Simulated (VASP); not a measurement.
# Ga11P12 (a cell with a defect) in VASP: settings compared

One crystal, Ga11P12 (a cell with a defect), is run at these levels: PBEsol, LDA; tasks: relaxation of the atoms, single point.

Everything below comes from runs of VASP 6.6.1. Logs are shortened: lines on timing, memory, paths and dates and some standing lists are left out, and cuts for length are marked.

## 1. Starting point

The cell holds a defect, 23 atoms: a = 11.562 Å, b = 7.708 Å, c = 7.708 Å, α = 60.00°, β = 60.00°, γ = 60.00°.

## 2. Relaxation of the atoms, PBEsol, collinear spin, ferromagnetic start (atoms moved at random, drawn with an rms of 0.05 Å)

File INCAR:

```
SYSTEM = Ga11P12
ALGO     = Normal         ! electronic algorithm
EDIFF    = 1E-5           ! SCF threshold, eV
EDIFFG   = -0.03          ! ionic threshold
ENCUT    = 350            ! plane-wave cutoff, eV
GGA      = PS             ! functional
IBRION   = 2              ! ionic algorithm
ISIF     = 2              ! what is computed and relaxed
ISMEAR   = 0              ! smearing method
ISPIN    = 2              ! spin polarisation
ISYM     = 0            
KPAR     = 2            
LASPH    = .True.         ! aspherical terms in the spheres
LCHARG   = .False.        ! write CHGCAR
LORBIT   = 11             ! projections on sites
LREAL    = Auto         
LWAVE    = .False.        ! write WAVECAR
MAGMOM   = 0 0 0 0 0 0 0 0 0 0 0 0.25 0.25 0.25 0 0 0 0 0 0.25 0 0 0 ! initial moments
NELM     = 120            ! most SCF steps
NSW      = 60             ! ionic steps
NUPDOWN  = 1              ! fixed moment
PREC     = Accurate       ! precision mode
SIGMA    = 0.03           ! smearing width, eV
```

File KPOINTS:

```
k-points
0
Gamma
  2 2 2
  0 0 0
```

File POSCAR:

```
Ga11P12
1.0
    0.0000000000      8.1757500000      8.1757500000
    5.4505000000      0.0000000000      5.4505000000
    5.4505000000      5.4505000000      0.0000000000
Ga P
11 12
Direct
   -0.0020890000     -0.0058610000      0.5048160000
    0.0028830000      0.4926310000      0.0014510000
    0.0051770000      0.4883710000      0.5060640000
    0.3319860000      0.0006950000     -0.0067600000
    0.3355140000      0.0040860000      0.5016860000
    0.3356710000      0.4941770000     -0.0042310000
    0.3308220000      0.5003730000      0.5003570000
    0.6673880000      0.0028120000     -0.0027960000
    0.6639170000     -0.0013270000      0.5028090000
    0.6689130000      0.5048250000     -0.0069450000
    0.6643090000      0.5036200000      0.4996960000
    0.0860140000      0.1246950000      0.1296810000
    0.0813780000      0.1205320000      0.6237490000
    0.0865730000      0.6266390000      0.1214290000
    0.0915670000      0.6202520000      0.6238140000
    0.4158160000      0.1318510000      0.1189870000
    0.4161010000      0.1223280000      0.6305450000
    0.4125740000      0.6198100000      0.1346800000
    0.4214680000      0.6215200000      0.6228850000
    0.7470440000      0.1304280000      0.1265110000
    0.7510510000      0.1136490000      0.6281840000
    0.7543670000      0.6259510000      0.1199320000
    0.7466190000      0.6201440000      0.6261630000
```

Potentials or basis: VASP PAW PBE potentials, release 64 (Ga_d, P).

Command:

```
cat potpaw_PBE.64/Ga_d/POTCAR potpaw_PBE.64/P/POTCAR > POTCAR
mpirun -np 4 vasp_std > vasp.out
```

OUTCAR:

```text
SYSTEM = Ga11P12
   EDIFF = 1E-5
   EDIFFG = -0.03
   ENCUT = 350
   GGA = PS
   IBRION = 2
   ISIF = 2
   ISMEAR = 0
   ISPIN = 2
   ISYM = 0
   LASPH = .True.
   LORBIT = 11
   LREAL = Auto
   NELM = 120
   NSW = 60
   NUPDOWN = 1
   PREC = Accurate

 ion  position               nearest neighbor table
   1  0.998  0.994  0.505-  21 2.33  13 2.33  15 2.36  12 2.36
   2  0.003  0.493  0.001-  12 2.32  22 2.35  15 2.38  14 2.39
   3  0.005  0.488  0.506-  13 2.32  15 2.39  14 2.42  23 2.44
   4  0.332  0.001  0.993-  17 2.28  12 2.32  18 2.40  16 2.41
   5  0.336  0.004  0.502-  17 2.32  13 2.40  19 2.41  16 2.41
   6  0.336  0.494  0.996-  16 2.28  19 2.35  14 2.35  18 2.39
   7  0.331  0.500  0.500-  15 2.26  18 2.30  17 2.38  19 2.39
   8  0.667  0.003  0.997-  21 2.32  20 2.37  22 2.37  16 2.38
   9  0.664  0.999  0.503-  21 2.34  17 2.34  20 2.37  23 2.38
  10  0.669  0.505  0.993-  23 2.31  20 2.36  22 2.37  18 2.42
  11  0.664  0.504  0.500-  19 2.29  23 2.31  22 2.39  21 2.45
  12  0.086  0.125  0.130-   2 2.32   4 2.32   1 2.36
  13  0.081  0.121  0.624-   3 2.32   1 2.33   5 2.40
  14  0.087  0.627  0.121-   6 2.35   2 2.39   3 2.42
  15  0.092  0.620  0.624-   7 2.26   1 2.36   2 2.38   3 2.39
  16  0.416  0.132  0.119-   6 2.28   8 2.38   4 2.41   5 2.41
  17  0.416  0.122  0.631-   4 2.28   5 2.32   9 2.34   7 2.38
  18  0.413  0.620  0.135-   7 2.30   6 2.39   4 2.40  10 2.42
  19  0.421  0.622  0.623-  11 2.29   6 2.35   7 2.39   5 2.41
  20  0.747  0.130  0.127-  10 2.36   9 2.37   8 2.37
  21  0.751  0.114  0.628-   8 2.32   1 2.33   9 2.34  11 2.45
  22  0.754  0.626  0.120-   2 2.35  10 2.37   8 2.37  11 2.39
  23  0.747  0.620  0.626-  11 2.31  10 2.31   9 2.38   3 2.44

IMPORTANT INFORMATION: All symmetrisations will be switched off!
NOSYMM: (Re-)initialisation of all symmetry stuff for point group C_1.

----------------------------------------------------------------------------------------

                                     Primitive cell

  volume of cell :     485.7695

  direct lattice vectors                    reciprocal lattice vectors
     0.000000000  8.175750000  8.175750000    -0.061156469  0.061156469  0.061156469
     5.450500000  0.000000000  5.450500000     0.091734703 -0.091734703  0.091734703
     5.450500000  5.450500000  0.000000000     0.091734703  0.091734703 -0.091734703

  length of vectors
    11.562256533  7.708171022  7.708171022     0.105926111  0.158889167  0.158889167

  position of ions in fractional coordinates (direct lattice)
     0.997911000  0.994139000  0.504816000
     0.002883000  0.492631000  0.001451000
     0.005177000  0.488371000  0.506064000
     0.331986000  0.000695000  0.993240000
     0.335514000  0.004086000  0.501686000
     0.335671000  0.494177000  0.995769000
[... 15 lines left out ...]
     0.754367000  0.625951000  0.119932000
     0.746619000  0.620144000  0.626163000

  ion indices of the primitive-cell ions
   primitive index   ion index
                 1           1
                 2           2
                 3           3
                 4           4
                 5           5
                 6           6
[... 15 lines left out ...]
                22          22
                23          23

----------------------------------------------------------------------------------------

 KPOINTS: k-points

Automatic generation of k-mesh.
 Grid dimensions read from file:
 generate k-points for:    2    2    2

 Generating k-lattice:

  Cartesian coordinates                     Fractional coordinates (reciprocal lattice)
    -0.030578234  0.030578234  0.030578234     0.500000000  0.000000000  0.000000000
     0.045867352 -0.045867352  0.045867352     0.000000000  0.500000000  0.000000000
     0.045867352  0.045867352 -0.045867352     0.000000000  0.000000000  0.500000000

  Length of vectors
     0.052963056  0.079444583  0.079444583

  Shift w.r.t. Gamma in fractional coordinates (k-lattice)
     0.000000000  0.000000000  0.000000000

 Subroutine IBZKPT returns following result:
 ===========================================

 Found      8 irreducible k-points:

[... 28 lines left out ...]
   EDIFF  = 0.1E-04   stopping-criterion for ELM
   LREAL  =      T    real-space projection
   EDIFFG = -.3E-01   stopping-criterion for IOM
   NSW    =     60    number of steps for IOM
   IBRION =      2    ionic relax: 0-MD 1-quasi-New 2-CG
   NFREE  =      1    steps in history (QN), initial steepest desc. (CG)
   ISIF   =      2    stress and relaxation
   ISYM   =      0    0-nonsym 1-usesym 2-fastsym
   POTIM  = 0.5000    time-step for ionic-motion
   TEBEG  =    0.0;   TEEND  =   0.0 temperature during run
   PSTRESS=    0.0 pullay stress
   NELECT =     203.0000    total number of electrons
   NUPDOWN=       1.0000    fix difference up-down
   EMIN   =  10.00;   EMAX   =-10.00  energy-range for DOS
   EFERMI =   0.00;   METHOD = LEGACY
   ISMEAR =     0;   SIGMA  =   0.03  broadening in eV -4-tet -1-fermi 0-gaus
   EFERMI_NEDOS =   21; number of points for ismear=-14 and -15
   IALGO  =     38    algorithm
   IMIX   =      4    mixing-type and parameters
     AMIX     =   0.40;   BMIX     =  1.00
     AMIX_MAG =   1.60;   BMIX_MAG =  1.00
  volume/ion in A,a.u.               =      21.12       142.53
  Fermi-wavevector in a.u.,A,eV,Ry     =   1.223949  2.312929 20.382232  1.498052
  Thomas-Fermi vector in A             =   2.359042
   LORBIT       =     11    0 simple, 1 ext, 2 COOP (PROOUT), +10 PAW based schemes
   GGA     = PS    functional components
   LHFCALC =     F    Hartree Fock is set to
   AEXX    =    0.0000 exact exchange contribution
   IVDW    =     0    specifies the selected vdW correction
   LEPSILON=     F    determine dielectric tensor
   LRPA    =     F    only Hartree local field effects (RPA)
 conjugate gradient relaxation of ions
 spin polarized calculation
 Gauss-broadening in eV      SIGMA  =   0.03
  energy-cutoff  :      350.00
  volume of cell :      485.77
 maximum number of plane-waves:      7275
 NGX is ok and might be reduce to    72
   NGX = 35   NGY = 23   NGZ = 23

--------------------------------------- Ionic step        1  -------------------------------------------

 number of electron     203.0000014 magnetization       1.0000000

 Free energy of the ion-electron system (eV)
  ---------------------------------------------------
  ext. energy  EPLUGINS =         0.00000000
  ---------------------------------------------------
  free energy    TOTEN  =      -110.43861426 eV

  energy without entropy =     -110.43521042  energy(sigma->0) =     -110.43691234

------------------------ aborting loop because EDIFF is reached ----------------------------------------

  FORCE on cell =-STRESS in cart. coord.  units (eV):
  Direction    XX          YY          ZZ          XY          YZ          ZX
  --------------------------------------------------------------------------------------
  -------------------------------------------------------------------------------------
  Total       -3.0725695     -3.9678871     -4.1742707      0.1687223     -0.2070174     -0.8648711
  in kB      -10.1340258    -13.0869850    -13.7676845      0.5564842     -0.6827899     -2.8525395
  external PRESSURE =     -12.3295651 kB  Pullay stress =       0.0000000 kB
[... 152 lines left out ...]
  FREE ENERGIE OF THE ION-ELECTRON SYSTEM (eV)
  ---------------------------------------------------
  free  energy   TOTEN  =      -110.7717339672 eV

  energy  without entropy=     -110.7683380374  energy(sigma->0) =     -110.77003600

[... ionic steps 4 to 17 ...]

--------------------------------------- Ionic step       18  -------------------------------------------

 number of electron     202.9999915 magnetization       1.0000000

------------------------ aborting loop because EDIFF is reached ----------------------------------------
[... 109 lines left out ...]
--------------------------------------- Ionic step       20  -------------------------------------------

 number of electron     202.9999908 magnetization       1.0000000

 Free energy of the ion-electron system (eV)
  ---------------------------------------------------
  ext. energy  EPLUGINS =         0.00000000
  ---------------------------------------------------
  free energy    TOTEN  =      -110.83777092 eV

  energy without entropy =     -110.83314837  energy(sigma->0) =     -110.83545965

 E-fermi :   3.9005     XC(G=0):  -9.8191

 val. band max:        4.0614788492   @ k =   0.5000   0.5000   0.0000
 cond. band min:       4.0600436236   @ k =   0.5000   0.5000   0.5000
 fundamental gap:     -0.0014352256
 Fermi energy:         4.0969521748

 spin component 1

 k-point     1 :       0.0000    0.0000    0.0000
  band No.  band energies     occupation
      1     -10.5054      1.00000
      2     -10.5004      1.00000
      3     -10.4996      1.00000
      4     -10.4795      1.00000
      5     -10.4675      1.00000
      6     -10.4603      1.00000
[... 917 lines left out ...]
    112       7.4028      0.00000
    113       8.0859      0.00000
 Fermi energy:         3.9005493989

 spin component 2

 k-point     1 :       0.0000    0.0000    0.0000
  band No.  band energies     occupation
      1     -10.5021      1.00000
      2     -10.4982      1.00000
      3     -10.4970      1.00000
      4     -10.4774      1.00000
      5     -10.4625      1.00000
      6     -10.4575      1.00000
[... 917 lines left out ...]
    112       7.4366      0.00000
    113       8.1207      0.00000
 [bands above 113 left out]

------------------------ aborting loop because EDIFF is reached ----------------------------------------

  FORCE on cell =-STRESS in cart. coord.  units (eV):
  Direction    XX          YY          ZZ          XY          YZ          ZX
  --------------------------------------------------------------------------------------
  -------------------------------------------------------------------------------------
  Total       -6.0668522     -6.5101947     -6.5271432      0.1269151     -0.4184472      0.1430474
  in kB      -20.0098443    -21.4720878    -21.5279878      0.4185944     -1.3801331      0.4718026
  external PRESSURE =     -21.0033066 kB  Pullay stress =       0.0000000 kB
[... 38 lines left out ...]
  FREE ENERGIE OF THE ION-ELECTRON SYSTEM (eV)
  ---------------------------------------------------
  free  energy   TOTEN  =      -110.8377709240 eV

  energy  without entropy=     -110.8331483736  energy(sigma->0) =     -110.83545965

 reached required accuracy - stopping structural energy minimisation

 total charge

# of ion       s       p       d       tot
------------------------------------------
    1        0.865   0.843  10.005  11.714
    2        0.865   0.843  10.005  11.713
    3        0.865   0.840  10.005  11.710
    4        0.866   0.842  10.004  11.712
    5        0.861   0.852  10.006  11.718
    6        0.861   0.852  10.006  11.719
[... 15 lines left out ...]
   22        1.015   1.509   0.000   2.523
   23        1.014   1.510   0.000   2.524
--------------------------------------------------
tot         21.859  26.902 110.070 158.831

 magnetization (x)

# of ion       s       p       d       tot
------------------------------------------
    1       -0.001   0.002   0.002   0.003
    2       -0.001   0.002   0.002   0.004
    3       -0.001   0.001   0.002   0.002
    4       -0.001   0.009   0.002   0.011
    5        0.000   0.002   0.002   0.004
    6        0.000   0.002   0.002   0.004
[... 15 lines left out ...]
   22        0.000   0.004   0.000   0.004
   23       -0.000   0.004   0.000   0.004
--------------------------------------------------
tot          0.025   0.465   0.025   0.515
```

Wall time 26 min (4 MPI ranks of Intel Xeon 6975P-C (Granite Rapids), shared host); peak memory 0.47 GiB.

What came out:

| Property | Result |
| --- | --- |
| Free energy | -110.8378 eV |
| Energy gained by relaxing | 17.4 meV/atom |
| Ionic steps | 20 |
| Pressure after relaxing | -2.1 GPa |
| Largest force after relaxing | 0.026 eV/Å |
| Net moment | 1.00 μB per cell |
| Site moments | Ga +0.00, +0.01; P +0.09, +0.08, -0.00, +0.03, +0.01, +0.00, +0.13 μB |
| Valence electrons inside the program's atomic spheres | Ga 11.71, 11.72; P 2.45, 2.52, 2.50, 2.47 |

Forces on the atoms (eV/Å):
```
Ga  -0.002 -0.004 -0.004
Ga  -0.001 -0.009 -0.002
Ga   0.007 -0.011 -0.003
Ga  -0.003  0.000 -0.001
Ga   0.002  0.007  0.000
Ga   0.003  0.003 -0.003
Ga  -0.003  0.003  0.006
Ga  -0.012  0.012  0.019
Ga  -0.004 -0.003  0.018
Ga  -0.014  0.013 -0.003
Ga   0.014 -0.006  0.002
P    0.001  0.004  0.004
P    0.002 -0.002  0.003
P    0.009  0.008 -0.006
P    0.009 -0.016 -0.007
P    0.000  0.006  0.005
P    0.000 -0.006  0.005
P    0.004  0.003 -0.021
P   -0.005 -0.003  0.018
P   -0.001  0.011  0.010
P   -0.003 -0.003 -0.022
P    0.003 -0.005 -0.005
P   -0.004 -0.002 -0.011
```

Step by step:
```
step  energy change (eV)  largest force (eV/Å)  pressure (GPa)
   1              0.0000                1.1339           -1.23
   2             -0.3210                0.2790           -1.44
   3             -0.3331                0.2887           -1.48
   4             -0.3576                0.1975           -1.55
   5             -0.3655                0.2271           -1.60
   6             -0.3752                0.2026           -1.70
   7             -0.3807                0.1847           -1.78
   8             -0.3814                0.1809           -1.80
   9             -0.3892                0.1150           -1.89
  10             -0.3924                0.0757           -1.98
  11             -0.3929                0.0816           -2.01
  12             -0.3958                0.0472           -2.05
  13             -0.3960                0.0471           -2.05
  14             -0.3959                0.0567           -2.07
  15             -0.3960                0.0503           -2.06
  16             -0.3960                0.0527           -2.06
  17             -0.3960                0.0515           -2.06
  18             -0.3975                0.0407           -2.08
  19             -0.3981                0.0402           -2.08
  20             -0.3992                0.0259           -2.10
```

Final structure:
```yaml
crystal:
  lattice:
    - [0.00000, 8.17575, 8.17575]
    - [5.45050, 0.00000, 5.45050]
    - [5.45050, 5.45050, 0.00000]
  atoms:
    - { symbol: Ga, position: [0.99997, 0.99860, 0.50128] }
    - { symbol: Ga, position: [0.00010, 0.49848, 0.00186] }
    - { symbol: Ga, position: [0.00034, 0.49738, 0.49946] }
    - { symbol: Ga, position: [0.33101, 0.99957, 0.00092] }
    - { symbol: Ga, position: [0.32936, 0.99990, 0.50261] }
    - { symbol: Ga, position: [0.32958, 0.50119, 0.00195] }
    - { symbol: Ga, position: [0.33340, 0.49820, 0.50005] }
    - { symbol: Ga, position: [0.67019, 0.00081, 0.00208] }
    - { symbol: Ga, position: [0.66960, 0.00071, 0.49153] }
    - { symbol: Ga, position: [0.66983, 0.49038, 0.00187] }
    - { symbol: Ga, position: [0.66813, 0.49821, 0.49948] }
    - { symbol: P, position: [0.08189, 0.12233, 0.12502] }
    - { symbol: P, position: [0.08113, 0.12064, 0.63375] }
    - { symbol: P, position: [0.08133, 0.63215, 0.12259] }
    - { symbol: P, position: [0.08327, 0.62274, 0.62583] }
    - { symbol: P, position: [0.41792, 0.12368, 0.12520] }
    - { symbol: P, position: [0.41766, 0.12278, 0.62404] }
    - { symbol: P, position: [0.41797, 0.62274, 0.12447] }
    - { symbol: P, position: [0.41724, 0.62301, 0.62533] }
    - { symbol: P, position: [0.76491, 0.11689, 0.11803] }
    - { symbol: P, position: [0.74993, 0.12306, 0.62555] }
    - { symbol: P, position: [0.75002, 0.62432, 0.12426] }
    - { symbol: P, position: [0.75027, 0.62442, 0.62554] }
```

Caveat: the k mesh is coarse (spacing up to 0.50 Å⁻¹), so the values aren't converged; the cutoff is under 1.25 times the usual one of these potentials, so pressure, stress and relaxed cells hold a basis-set (Pulay) error; the PAW data sets were made with another functional, which shifts forces and pressure a little; the total moment is fixed, so each spin has its own Fermi level.

[end of part 1 of 2]
